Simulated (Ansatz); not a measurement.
Input and command of a plane-wave DFT calculation in Ansatz:

```yaml
crystal:
  lattice:
    - [0.0038958776, 1.9064315049, 1.9056561824]
    - [1.9591261827, 0.0195123525, 1.8900397075]
    - [1.9662989373, 1.8979877846, 0.012339598]
  atoms:
    - { symbol: Rh, position: [0.0, 0.0, 0.0] }
basis:
  ecutwfc: 420
kpoints:
  mp_grid: { grid: [16, 16, 16] }
hamiltonian:
  xc: pbe
scf:
  occupations: { method: gaussian, width: 0.15 }
output:
  forces: true
  stress: true
  eigenvalues: true
```

```bash
ansatz run input.yaml --threads 2 --pin off --max-ram 5120MiB --backend cpu --events-out ev --progress --plain --runs-dir out
```

Processor: Intel(R) Xeon(R) Processor @ 2.70GHz, 2 threads, on a host shared with other jobs.

Task: How long does it run, and how much memory does it take?

Result: About 8.8 s on 2 threads of Intel(R) Xeon(R) Processor @ 2.70GHz, on a shared host, peak memory 0.66 GiB. It solves 13 bands at 2052 k points (the mesh reduced by symmetry) with about 279 plane waves, in 6 SCF iterations.
